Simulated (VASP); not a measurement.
**VASP inputs for SiO2 (rutile)**

INCAR

```
LREAL = .FALSE.
ENCUT = 520
EDIFF = 1E-7
GGA = CA
NBANDS = 25
LCHARG = .TRUE.
NSW = 0
NELM = 120
SIGMA = 0.01
LASPH = .TRUE.
ISIF = 2
LELF = .TRUE.
PREC = Accurate
IBRION = -1
LWAVE = .FALSE.
ISMEAR = 0
```

KPOINTS

```
KPOINTS created by Atomic Simulation Environment
0
Gamma
6 6 10
0 0 0
```

KPOINTS_OPT

```
special points
6
Reciprocal
0.0000000000 0.0000000000 0.0000000000 1
0.0000000000 0.5000000000 0.0000000000 1
0.5000000000 0.5000000000 0.0000000000 1
0.0000000000 0.0000000000 0.5000000000 1
0.0000000000 0.5000000000 0.5000000000 1
0.5000000000 0.5000000000 0.5000000000 1
```

POSCAR

```
Si O
 1.0000000000000000
     4.1851888035665503    0.0000000000000000   -0.0000000000000000
    -0.0000000000000000    4.1851888035665503   -0.0000000000000000
    -0.0000000000000000   -0.0000000000000000    2.6688398892931899
 Si  O
   2   4
Cartesian
  0.0000000000000000  0.0000000000000000  0.0000000000000000
  2.0925944017832747  2.0925944017832747  1.3344199446465950
  1.2810905169717908  1.2810905169717908 -0.0000000000000000
  0.8115038848114841  3.3736849187550662  1.3344199446465950
  3.3736849187550662  0.8115038848114841  1.3344199446465950
  2.9040982865947589  2.9040982865947589 -0.0000000000000000
```

VASP ran with the recommended LDA PAW datasets (32 valence electrons in the cell).

Predict the results.

gap between bands v and c 5.54 eV; least direct gap 5.54 eV; pressure -4.1 GPa.

Band v is the last that the valence electrons fill when counted band by band, and c is the next. Levels in eV from the top of v:

| point | v−1 | v | c | c+1 |
| --- | --- | --- | --- | --- |
| Γ | -0.89 | 0.00 | 5.54 | 6.43 |
| X | -1.08 | -1.08 | 7.57 | 7.57 |
| M | -2.31 | -2.31 | 7.22 | 7.22 |
| Z | -2.71 | -2.71 | 8.84 | 8.84 |
| R | -1.78 | -1.78 | 8.54 | 8.54 |
| A | -1.56 | -1.56 | 6.99 | 6.99 |
